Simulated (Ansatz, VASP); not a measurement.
This is a calculation of Al2Cu for VASP 6.6.1.

The input INCAR:

```
SYSTEM = Al2Cu
ALGO = Normal
EDIFF = 1E-7
ENCUT = 520
GGA = PE
ISIF = 2
ISMEAR = -1
LASPH = .True.
LCHARG = .True.
LELF = .True.
LREAL = .False.
LVHAR = .True.
LWAVE = .False.
NBANDS = 16
NELM = 60
PREC = Accurate
SIGMA = 0.05
```

KPOINTS

```
k-points
0
Gamma
  7 7 9
  0 0 0
```

Contents of POSCAR:

```
Al2Cu
1.0
    4.1051820000      0.0000000000      0.0000000000
    0.0000000000      4.1051820000      0.0000000000
    0.0000000000      0.0000000000      2.8913130000
Cu Al
1 2
Direct
    0.0000000000      0.0000000000      0.0000000000
    0.0000000000      0.5000000000      0.5000000000
    0.5000000000      0.0000000000      0.5000000000
```

Potentials or basis: VASP PAW PBE potentials, release 64 (Cu, Al).

Launch:

```console
$ cat potpaw_PBE.64/Cu/POTCAR potpaw_PBE.64/Al/POTCAR > POTCAR
$ mpirun -np 1 vasp_std > vasp.out
```

Set up the same calculation for Ansatz 0.2.0. Potentials there: Ansatz PAW.

As run (the cutoff follows the program's own potentials):

The input input.yaml:

```yaml
crystal:
  lattice:
    - [4.105182, 0.0, 0.0]
    - [0.0, 4.105182, 0.0]
    - [0.0, 0.0, 2.891313]
  atoms:
    - { symbol: Cu, position: [0.0, 0.0, 0.0] }
    - { symbol: Al, position: [0.0, 0.5, 0.5] }
    - { symbol: Al, position: [0.5, 0.0, 0.5] }
hamiltonian:
  xc: pbe
  pseudopotentials: { kind: paw }
kpoints:
  mp_grid: { grid: [7, 7, 9] }
scf:
  occupations: { method: fermi_dirac, width: 0.05 }
output:
  forces: true
  stress: true
  eigenvalues: true
```

Potentials or basis: Ansatz PAW.

Command:

```sh
$ ansatz run input.yaml --threads 2 --pin off --max-ram 5120MiB --backend cpu --events-out ev --progress --plain --runs-dir out
```

Both were run:

|  | VASP | Ansatz | Ansatz less VASP |
| --- | --- | --- | --- |
| gap on the k mesh at the Fermi level (eV) | none | none | - |
| pressure (GPa) | 0.7 | 0.6 | -0.17 |
| largest component of the traceless stress (GPa) | 0.62 | 0.60 | -0.017 |

A gap of «none» marks a metal or a gap that the smearing closes. With one functional, cell and mesh, what is left measures potentials, basis and numerics. The two sets of potentials don't hold the same shells in valence.
